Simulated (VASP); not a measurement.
Input of a VASP 6.6.1 run:

Contents of INCAR:

```
SYSTEM = Nb
PREC     = Accurate       ! precision mode
ENCUT    = 520            ! plane-wave cutoff, eV
EDIFF    = 1E-7           ! SCF threshold, eV
ISMEAR   = 1              ! smearing method
SIGMA    = 0.1            ! smearing width, eV
LREAL    = .False.        ! projectors in reciprocal space
LASPH    = .True.         ! aspherical terms in the spheres
NELM     = 80             ! most SCF steps
ALGO     = Normal         ! electronic algorithm
ISIF     = 2              ! what is computed and relaxed
LWAVE    = .False.        ! write WAVECAR
LCHARG   = .True.         ! write CHGCAR
LVHAR    = .True.       
LVACPOTAV= .True.       
KPAR     = 2
```

KPOINTS

```
Automatic mesh
0
Gamma
  14 14 1
  0 0 0
```

File POSCAR:

```
Nb                                      
1.0
    3.3100000000      0.0000000000      0.0000000000
    1.6550000000      2.3405234500      0.0000000000
    0.0000000000      0.0000000000     33.7241875700
  Nb            
     9
Direct
     0.0000000000000000    1.0000000000000000    0.2270467101916220
     0.5000000000000000    1.0000000000000000    0.2928504506673547
     0.0000000000000000    0.0000000000000000    0.3623773069046406
     0.5000000000000000    1.0000000000000000    0.4310591019935797
     0.0000000000000000    0.0000000000000000    0.5000000000000000
     0.5000000000000000    0.0000000000000000    0.5689408980064202
     0.0000000000000000    1.0000000000000000    0.6376226930953595
     0.5000000000000000    0.0000000000000000    0.7071495493326451
     0.0000000000000000    0.0000000000000000    0.7729532898083710
```

Potentials or basis: VASP PAW LDA potentials, release 64 (Nb_sv).

Run with:

```bash
$ cat potpaw_LDA.64/Nb_sv/POTCAR > POTCAR
$ mpirun -np 2 vasp_std > vasp.out
```

Q: What does it give for the band gap on the k mesh?

A: None (metal or under the smearing width).

Q: What does it give for the largest force?

A: 0.514 eV/Å.

Forces on the atoms (eV/Å):
```
Nb   0.000  0.000  0.514
Nb   0.000  0.000 -0.077
Nb   0.000  0.000  0.025
Nb   0.000  0.000 -0.012
Nb   0.000  0.000  0.000
Nb   0.000  0.000  0.012
Nb   0.000  0.000 -0.025
Nb   0.000  0.000  0.077
Nb   0.000  0.000 -0.514
```
